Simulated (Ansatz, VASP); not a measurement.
# Al2Ru: VASP beside Ansatz

Contents of INCAR:

```
ALGO     = Normal         # electronic algorithm
EDIFF    = 1E-6           # SCF threshold, eV
ENCUT    = 520            # plane-wave cutoff, eV
GGA      = PS             # functional
ISIF     = 2              # what is computed and relaxed
ISMEAR   = 0              # smearing method
LASPH    = T              # aspherical terms in the spheres
LCHARG   = F              # write CHGCAR
LREAL    = F              # projectors in reciprocal space
LWAVE    = F              # write WAVECAR
NBANDS   = 17             # bands
NELM     = 60             # most SCF steps
PREC     = Accurate       # precision mode
SIGMA    = 0.1            # smearing width, eV
```

KPOINTS

```
k-points
0
Gamma
  8 8 8
```

File POSCAR:

```
Al2Ru
1.0
   -1.5604216200      1.5604216200      4.2218055900
    1.5604216200     -1.5604216200      4.2218055900
    1.5604216200      1.5604216200     -4.2218055900
Al Ru
2 1
Direct
    0.6592021900      0.6592021900      0.0000000000
    0.3407978100      0.3407978100      0.0000000000
    0.0000000000      0.0000000000      0.0000000000
```

Input for Ansatz:

```yaml
crystal:
  lattice:
    - [-1.56042162, 1.56042162, 4.22180559]
    - [1.56042162, -1.56042162, 4.22180559]
    - [1.56042162, 1.56042162, -4.22180559]
  atoms:
    - { symbol: Al, position: [0.65920219, 0.65920219, 0.0] }
    - { symbol: Al, position: [0.34079781, 0.34079781, 0.0] }
    - { symbol: Ru, position: [0.0, 0.0, 0.0] }
basis:
  ecutwfc: 420
kpoints:
  mp_grid: { grid: [8, 8, 8] }
hamiltonian:
  xc: pbesol
scf:
  occupations: { method: gaussian, width: 0.1 }
output:
  forces: true
  stress: true
  eigenvalues: true
```

Alike in both runs: task single point; functional PBEsol; k mesh 8 × 8 × 8; occupations gaussian, width 0.1 eV; no spin polarisation.

|  | VASP | Ansatz |
| --- | --- | --- |
| version | VASP 6.6.1 | Ansatz 0.2.0 |
| potentials or method | VASP PAW PBE potentials, release 64 (Al, Ru_pv) | scalar-relativistic, plane waves, PAW |
| plane-wave cutoff (eV) | 520 | 420 |
| valence electrons in the cell | 20 | 22 |

|  | VASP | Ansatz | Ansatz less VASP |
| --- | --- | --- | --- |
| gap on the k mesh at the Fermi level (eV) | none | none | - |
| pressure (GPa) | -0.3 | -0.4 | -0.08 |
| largest component of the traceless stress (GPa) | 0.50 | 0.51 | +0.011 |
| rms of the force components (eV/Å) | 0.029 | 0.030 | +0.0004 |

Atom by atom the forces differ by 0.000 eV/Å (rms over components). A gap of «none» marks a metal or a gap that the smearing closes. The two sets of potentials don't hold the same shells in valence.

Caveats: the PAW data sets were made with another functional, which shifts forces and pressure a little (VASP).
